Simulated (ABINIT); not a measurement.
Planning a run of ABINIT 10.8.3 on BN (P6_3/mmc). The input:

```
acell 3*1.0 Angstrom
rprim 
  2.503989999987 0.000000000003 0.000000000000
  -1.251994999996 2.168518950810 0.000000000000
  0.000000000000 0.000000000000 6.661200000000
ntypat 2
znucl 5 7
natom 4
typat 1 1 2 2
xred 
  0.333333333333 0.666666666667 0.250000000000
  0.666666666667 0.333333333333 0.750000000000
  0.333333333333 0.666666666667 0.750000000000
  0.666666666667 0.333333333333 0.250000000000
pp_dirpath "pseudos"
pseudos "B.upf, N.upf"
ecut 36
ngkpt 6 6 4
nshiftk 1
shiftk 0 0 0
kptopt 1
chksymbreak 0
irdden 1
istwfk *1
nband 123
prtvol 0
optdriver 6
gwr_task "HDIAGO"
paral_kgb 0
occopt 1
indata_prefix "in"
outdata_prefix "out"
tmpdata_prefix "tmp"
```

```sh
OMP_NUM_THREADS=1 mpirun -n 8 abinit run.abi > log
```

**Question.** How long will it take on 8 MPI ranks of Arm Neoverse V1, shared host, and how much memory?

It took 39 s; on shared hardware allow 20 s to 78 s. Peak host memory was 3.2 GiB.

[Paths, hosts, dates, memory and timing lines, banners, echoed tables and standing remarks are left out of the program output.]

[Logs are printed without paths, hosts, clocks, repeated set-up lines and the standing remarks that a program may print on its own settings, such as how far it seeks lower states.]

[Runs of the session that timed out or met a known fault of the program may be left out.]

[No measured gap is set beside runs whose start may be inverted or whose files or cutoffs have a known fault.]

[Hosts, paths, dates, database ids (printed as entryN), source tags and the programs' standing remarks are cut or masked in the printed files.]

[G0W0 gaps are taken among the corrected bands and points alone; a level outside them can change the order at an edge.]

[Where Ansatz stands beside ABINIT at settings called matched, ABINIT's density can come from a denser mesh and the files from another edition; pairs whose starting gaps differed by over 0.03 eV were left out, so agreement reads better than it is.]
